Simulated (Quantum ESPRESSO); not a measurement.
Pd: phonon spectrum and thermodynamics under several settings

```
Pd
1.0
     2.76256    0.00000    0.00000
    -1.38128    2.39245    0.00000
     0.00000    0.00000    9.11839
Pd
4
Direct
  0.66667 0.33333 0.75000
  0.00000 0.00000 0.50000
  0.33333 0.66667 0.25000
  0.00000 0.00000 0.00000
```

This isn't the form of Pd at room conditions, which is fcc.

All runs used Quantum ESPRESSO 7.5; k mesh 6 × 6 × 2; relaxed cell; no spin polarisation; cutoff 612 eV; occupations methfessel-paxton, width 0.272 eV; q mesh 2 × 2 × 1.

| level | potentials | volume (Å³/atom) | highest frequency (cm⁻¹) | zero-point energy (meV/atom) | entropy at room temperature (k_B/atom) |
| --- | --- | --- | --- | --- | --- |
| PBE | GBRV 1.5 PBE | ? | ? | ? | ? |
| PBEsol | GBRV 1.5 PBEsol | 14.55 | 246 | 30.9 | 3.89 |

What stands in the row left open?

Volume 15.30 Å³/atom; highest frequency 226 cm⁻¹; zero-point energy 28.4 meV/atom; entropy at room temperature 4.13 k_B/atom.

Caveats: all runs use coarse meshes; the mesh is thin for the phonons of a metal; λ from interpolated matrix elements is rough: modes that symmetry makes equal can differ by tens of percent.

For the row left open. Caveat: the k mesh is coarse (spacing up to 0.44 Å⁻¹), so the values aren't converged; the mesh is thin for the phonons of a metal; λ from interpolated matrix elements is rough: modes that symmetry makes equal can differ by tens of percent; the q mesh is small, so phonon branches between its points and thermal values are rough.
